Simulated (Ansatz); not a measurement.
# Si: the cost of one run

Computed with Ansatz 0.2.0 (DFT PBE, scalar-relativistic, plane waves, PAW, unless a step's input says otherwise).

## 1. Starting point

Symmetry: C2/m, No. 12, monoclinic system. Conventional cell: a = 13.829 Å, b = 3.846 Å, c = 6.333 Å, α = 90.00°, β = 96.77°, γ = 90.00°. Si (site symmetry m) has 4 Si at 2.34 to 2.38 Å as nearest neighbours. Around Si (site symmetry m) lie 4 Si at 2.38 to 2.41 Å. Around Si (site symmetry m) lie 4 Si at 2.32 to 2.34 Å. Si (site symmetry m) is surrounded by 4 Si at 2.32 to 2.41 Å.

Coordinates:

```xyz
32
Lattice="0.0000 -7.6919 0.0000 6.1674 1.9230 6.2888 -7.6611 1.9230 6.2888" Properties=species:S:1:pos:R:3 pbc="T T T"
Si    0.1152    0.0000    5.4962
Si   -0.6317    0.0000   11.7850
Si    0.1152   -3.8459    5.4962
Si   -0.6317   -3.8459   11.7850
Si   -0.8620    0.0000    0.7926
Si   -1.6089    0.0000    7.0814
Si   -0.8620   -3.8459    0.7926
Si   -1.6089   -3.8459    7.0814
Si   -0.4190    1.9230   10.3979
Si   -0.4190   -1.9230   10.3979
Si    0.3279   -1.9230    4.1091
Si    0.3279   -5.7689    4.1091
Si   -1.8216    1.9230    8.4685
Si   -1.8216   -1.9230    8.4685
Si   -1.0748   -1.9230    2.1797
Si   -1.0748   -5.7689    2.1797
Si   -4.7620    1.9230    6.6492
Si   -4.7620   -1.9230    6.6492
Si    2.1523    0.0000    6.6492
Si    2.1523   -3.8459    6.6492
Si   -3.6460    0.0000    5.9284
Si   -3.6460   -3.8459    5.9284
Si    3.2683   -1.9230    5.9284
Si    3.2683   -5.7689    5.9284
Si   -4.2110    0.0000    3.6826
Si   -4.2110   -3.8459    3.6826
Si    2.7032   -1.9230    3.6826
Si    2.7032   -5.7689    3.6826
Si   -4.1970    1.9230    8.8950
Si   -4.1970   -1.9230    8.8950
Si    2.7173    0.0000    8.8950
Si    2.7173   -3.8459    8.8950
```

The runs take a perfect supercell of 32 atoms; the defect goes to fractional position (0.218, 0.492, 0.382).

## 2. The perfect supercell

Input file input.yaml:

```yaml
crystal:
  lattice:
    - [-1.0e-06, -7.691861, 0.0]
    - [6.1674, 1.922965, 6.288814]
    - [-7.661131, 1.922965, 6.288814]
  atoms:
    - { symbol: Si, position: [0.218491, 0.492512, 0.381452] }
    - { symbol: Si, position: [0.468491, 0.992512, 0.881452] }
    - { symbol: Si, position: [0.718491, 0.492512, 0.381452] }
    - { symbol: Si, position: [0.968491, 0.992512, 0.881452] }
    - { symbol: Si, position: [0.031509, 0.007488, 0.118548] }
    - { symbol: Si, position: [0.281509, 0.507488, 0.618548] }
    - { symbol: Si, position: [0.531509, 0.007488, 0.118548] }
    - { symbol: Si, position: [0.781509, 0.507488, 0.618548] }
    - { symbol: Si, position: [0.163349, 0.885698, 0.767698] }
    - { symbol: Si, position: [0.663349, 0.885698, 0.767698] }
    - { symbol: Si, position: [0.413349, 0.385698, 0.267698] }
    - { symbol: Si, position: [0.913349, 0.385698, 0.267698] }
    - { symbol: Si, position: [0.086651, 0.614302, 0.732302] }
    - { symbol: Si, position: [0.586651, 0.614302, 0.732302] }
    - { symbol: Si, position: [0.336651, 0.114302, 0.232302] }
    - { symbol: Si, position: [0.836651, 0.114302, 0.232302] }
    - { symbol: Si, position: [0.014327, 0.241397, 0.815911] }
    - { symbol: Si, position: [0.514327, 0.241397, 0.815911] }
    - { symbol: Si, position: [0.264327, 0.741397, 0.315911] }
    - { symbol: Si, position: [0.764327, 0.741397, 0.315911] }
    - { symbol: Si, position: [0.235673, 0.258603, 0.684089] }
    - { symbol: Si, position: [0.735673, 0.258603, 0.684089] }
    - { symbol: Si, position: [0.485673, 0.758603, 0.184089] }
    - { symbol: Si, position: [0.985673, 0.758603, 0.184089] }
    - { symbol: Si, position: [0.146394, 0.019898, 0.565679] }
    - { symbol: Si, position: [0.646394, 0.019898, 0.565679] }
    - { symbol: Si, position: [0.396394, 0.519898, 0.065679] }
    - { symbol: Si, position: [0.896394, 0.519898, 0.065679] }
    - { symbol: Si, position: [0.103606, 0.480102, 0.934321] }
    - { symbol: Si, position: [0.603606, 0.480102, 0.934321] }
    - { symbol: Si, position: [0.353606, 0.980102, 0.434321] }
    - { symbol: Si, position: [0.853606, 0.980102, 0.434321] }
basis:
  ecutwfc: 420
  fft_grid_basis: typed
kpoints:
  mp_grid: { grid: [2, 2, 1] }
hamiltonian:
  xc: pbe
  pseudopotentials: { kind: paw }
scf:
  occupations: { method: gaussian, width: 0.05 }
output:
  forces: true
  stress: false
  eigenvalues: true
  bader: false
  write_density: true
  volumetric_format: npy
```

The run is started by

```console
ansatz run input.yaml --threads 4 --pin off --max-ram 10240MiB --backend cpu --events-out ev --progress --plain --runs-dir out
```

What time and memory should one allow on 4 threads of Arm Neoverse V2, shared host?

About 3.5 s, with a peak of 1.7 GiB.
